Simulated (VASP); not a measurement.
In, 1 atom in the cell. The typed cell holds 1 atom: a = 3.279 Å, b = 3.174 Å, c = 3.328 Å, α = 110.20°, β = 110.21°, γ = 107.93°. This isn't the form of In at room conditions, which is tetragonal. The cell isn't the ideal one: cell strained at random at fixed volume.

| Quantity | Value |
| --- | --- |
| Program | VASP 6.6.1 |
| Task | relaxation of the atoms |
| Functional | HSEsol |
| Potentials or basis | VASP PAW PBE potentials, release 64 (In) |
| Cutoff | 500 eV |
| k mesh | 5 × 5 × 5 |
| Occupations | methfessel-paxton, width 0.2 eV |
| Spin | collinear spin, ferromagnetic start |
| Starting moments | [0.5] μB |
| Grid for exact exchange (PRECFOCK) | Fast |
| Further INCAR settings | ALGO = Normal; EDIFF = 1e-06; IBRION = 2; EDIFFG = -0.02; NSW = 60 |

Potentials or basis: VASP PAW PBE potentials, release 64 (In).

The run is started by

```console
$ cat potpaw_PBE.64/In/POTCAR > POTCAR
$ cp INCAR.step1 INCAR
$ mpirun -np 1 vasp_std > vasp.out
$ cp INCAR.step2 INCAR
$ mpirun -np 1 vasp_std > vasp.out
```

Hardware: 1 thread of Intel(R) Xeon(R) 6975P-C (Granite Rapids), on a shared host.

Q: How long does it take, and how much memory?

A: Wall time 3.5 min on 1 thread of Intel(R) Xeon(R) 6975P-C (Granite Rapids) (shared host), peak memory 0.26 GiB. Counts: scf iterations 10, k points 63, ion steps 1.
